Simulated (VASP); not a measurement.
# KCl (Sylvite): K into a neighbouring K vacancy, part 5 of 5

Wanted: the minimum-energy path in KCl (Sylvite) for this move: K into a neighbouring K vacancy. The start is a cell from a database of measured crystal structures.

VASP 6.6.1; PBEsol; plane waves and PAW (K_pv, Cl).

So far. Step 3 (Relax the start): The run ended after 9 ionic steps, 0.318 eV below its first step, once the forces on the free atoms met EDIFFG = -0.05. Step 4 (Relax the end): The run ended after 9 ionic steps, 0.347 eV below its first step, once the forces on the free atoms met EDIFFG = -0.05.

## Step 5: Nudged elastic band (continued)

Parts of OUTCAR (step 5):

```text
NELECT = 372

 ion  position               nearest neighbor table
   1  0.000  0.000  0.246-  33 2.54  45 2.54  27 3.40  52 3.41   3 3.92   9 3.92   7 3.94  19 3.94
                            16 4.59  22 4.59  10 5.10   4 5.10  20 5.11   8 5.11
   2  0.999  1.000  0.670-  47 3.11  35 3.11  53 3.16  28 3.16  46 3.17  34 3.17   6 4.39  18 4.39
                            11 4.39   5 4.39  20 4.46   8 4.46  17 4.46   4 4.46  10 4.46  23 4.47
   3  1.000  0.326  0.002-  45 3.09  29 3.10  27 3.15  50 3.17  48 3.19  32 3.20   1 3.92   9 4.37
                            21 4.39   5 4.40  22 4.44   4 4.46  14 4.47  12 4.48  24 4.49   8 4.53
   4  0.999  0.332  0.334-  46 3.12  27 3.13  48 3.14  28 3.14  49 3.15  30 3.16  22 4.42  25 4.45
                            10 4.45  23 4.45   3 4.46   2 4.46  12 4.47  13 4.47   5 4.50   6 4.50
   5  0.999  0.328  0.672-  47 3.10  29 3.10  50 3.15  28 3.16  49 3.18  31 3.19  21 4.38  11 4.38
                             2 4.39   3 4.40  23 4.46  14 4.47  26 4.47  13 4.49   8 4.49   4 4.50
   6  1.000  0.672  0.000-  35 3.10  51 3.10  30 3.15  53 3.16  32 3.18  48 3.19  15 4.38  18 4.38
                             7 4.39   2 4.39  17 4.46  25 4.47  12 4.48  24 4.49   4 4.50   8 4.50
   7  0.999  0.673  0.329-  33 3.09  51 3.11  52 3.14  30 3.16  31 3.19  49 3.20   1 3.94  19 4.36
                            15 4.39   6 4.39  16 4.44   8 4.46  25 4.46  26 4.49  13 4.49   4 4.53
   8  0.001  0.668  0.665-  52 3.13  34 3.13  31 3.14  53 3.14  32 3.15  50 3.16  16 4.42  20 4.44
                            17 4.45  14 4.45   7 4.46   2 4.46  26 4.47  24 4.48   5 4.49   6 4.50
   9  0.327  0.999  0.002-  33 3.08  29 3.11  27 3.14  44 3.17  42 3.19  38 3.19   1 3.92   3 4.37
                            15 4.38  11 4.40  16 4.44  10 4.46  14 4.47  12 4.49  24 4.49  20 4.53
  10  0.332  0.999  0.334-  34 3.12  27 3.13  42 3.15  28 3.15  43 3.15  36 3.15  16 4.42  17 4.44
                             4 4.45  25 4.45   9 4.46   2 4.46  12 4.47  13 4.48  11 4.49  18 4.49
  11  0.328  0.000  0.672-  35 3.10  29 3.11  28 3.15  44 3.16  43 3.18  37 3.18   5 4.38  15 4.38
                             2 4.39   9 4.40  17 4.46  14 4.46  13 4.48  10 4.49  26 4.49  20 4.50
  12  0.333  0.334  0.999-  27 3.10  41 3.14  32 3.14  38 3.15  36 3.15  30 3.15  23 4.43  14 4.43
                            17 4.44  13 4.46   4 4.47  10 4.47  21 4.47  18 4.48  15 4.48   3 4.48
  13  0.333  0.334  0.334-  37 3.14  31 3.14  28 3.14  39 3.14  30 3.14  36 3.15  16 4.45  14 4.45
[...]
52  0.831  0.831  0.504-  26 3.11  20 3.13   8 3.13   7 3.14  19 3.14   1 3.41
  53  0.832  0.832  0.833-   8 3.14  24 3.15  20 3.15  18 3.16   6 3.16   2 3.16

  tangential force (eV/A)        -0.401084
  left and right image   1.266578  1.265369 A

  tangential force (eV/A)        -0.390897
  left and right image   1.275155  1.272800 A

 E-fermi :  -2.8123

 k-point     1 :       0.0000    0.0000    0.0000
  band No.  band energies     occupation
    ...
    182      -3.1404      2.00000
    183      -3.1268      2.00000
    184      -3.1147      2.00000
    185      -3.0684      2.00000
    186      -3.0658      2.00000
    187       1.8080      0.00000
    188       3.4662      0.00000
    189       3.4878      0.00000
    190       3.5106      0.00000
    191       3.5481      0.00000
    ...

 POSITION                                       TOTAL-FORCE (eV/Angst)
 -----------------------------------------------------------------------------------
      2.41374      2.40813     -0.00531         0.248309      0.251196      0.000484
     15.72773     15.72289     18.87431         0.008070      0.007034     -0.001247
      3.17155      9.32546     12.58330        -0.021375      0.003503     -0.025952
      6.22997     12.57949     12.50991         0.000092     -0.006190      0.019249
      9.43820     15.82345     12.49766         0.000626     -0.004849      0.004729
      6.38188      9.43343     15.80690        -0.002987      0.000626     -0.003013
      9.32467     12.60539     15.72503         0.005441     -0.021564      0.021900
     12.58067      6.22300      6.35560        -0.005749      0.001208     -0.018495
      9.32891      3.16977     12.58114         0.004491     -0.020599     -0.024408
     12.58172      6.22726     12.50845        -0.006474     -0.000208      0.020547
      6.38413      9.43940      3.05887        -0.003778     -0.002547      0.006159
     12.53298     12.52976      6.21533        -0.023352     -0.023901      0.018769
      6.29484      6.29448      6.30931        -0.005374     -0.007531     -0.018213
      9.46003      9.45731      6.27737         0.009099      0.009606      0.009112
     15.57680     12.51477      9.43250         0.019594     -0.011230     -0.000955
      9.43836      6.39041      9.43163        -0.015267     -0.033666      0.001051
     12.55762      9.38863      9.43400         0.007162     -0.005796     -0.000498
      9.43884      6.37933     15.80696        -0.001769     -0.003377     -0.002955
      3.16705      9.32224      6.28692        -0.020326      0.004869      0.021287
      6.22784     12.57645      6.35566         0.001331     -0.005019     -0.018183
      3.08259      6.13198      9.43492        -0.013080      0.019714     -0.002114
      6.39519      9.43354      9.43436        -0.035328     -0.014266     -0.000663
      9.39288     12.55362      9.43357        -0.005078      0.006441     -0.000528
      6.29762      6.29473     12.55930        -0.005216     -0.005327      0.016230
[...]
-----------------------------------------------------------------------------------
    total drift:                               -0.049970     -0.054911      0.008080

  FREE ENERGIE OF THE ION-ELECTRON SYSTEM (eV)
  ---------------------------------------------------
  free  energy   TOTEN  =      -184.3797771088 eV

  energy  without entropy=     -184.3797771088  energy(sigma->0) =     -184.37977711

  tangential force (eV/A)        -0.373428
  left and right image   1.287295  1.283339 A

[... 6 parts as in an earlier step ...]

[... 2 further parts left out ...]
```

The path, image by image:

| image | path (A) | energy (eV) | K1: x, y, z (Å) |
| --- | --- | --- | --- |
| 0 | 0.000 | 0.0000 | 12.517, 3.084, 9.445 |
| 1 | 1.287 | 0.3157 | 11.853, 2.408, 9.434 |
| 2 | 2.571 | 0.6817 | 11.015, 1.573, 9.449 |
| 3 | 3.853 | 0.3181 | 10.178, 0.737, 9.435 |
| 4 | 5.139 | -0.0001 | 9.512, 0.059, 9.438 |

Numbers from this step:

| Item | Value |
| --- | --- |
| electronic cycles | 165 |
| path length | 5.139 Å |
| barrier | 0.6817 eV |
| barrier in the reverse direction | 0.6818 eV |
| barrier from a spline through the images | 0.6817 eV |
| reaction energy | -1.17e-4 eV |

What the program prints for this run, and its count of cycles, belong to image 1; the force that counts for the threshold is the band's, across the path.

## Step 6: Summary of results

| Property | Result |
| --- | --- |
| hop | K into a neighbouring K vacancy |
| barrier | 0.682 eV |
| barrier in the reverse direction | 0.682 eV |
| barrier from a spline through the images | 0.682 eV |
| reaction energy | -1.2e-4 eV |
| path length | 5.14 Å |

What this shows: The barrier is 0.68 eV forwards and 0.68 eV backwards. With an attempt frequency of 10¹³ per second, taken as a typical value, this barrier gives about 10^2 hops a second at 300 K. Both ends are alike and an image sits at the midpoint, which is the saddle if the path is symmetric. The band met its force threshold after 19 steps. Cell and mesh are small and were not tested. The band started on a straight line, so other routes may lie lower.

[Lines on the potential files, build, host, timing and source positions are cut from VASP's logs without a mark.]

[Logs are printed without paths, hosts, clocks, repeated set-up lines and the standing remarks that a program may print on its own settings, such as how far it seeks lower states.]

[Hosts, paths, dates, database ids (printed as entryN), source tags and the programs' standing remarks are cut or masked in the printed files.]

[Runs that stopped without an error message from VASP are left out.]
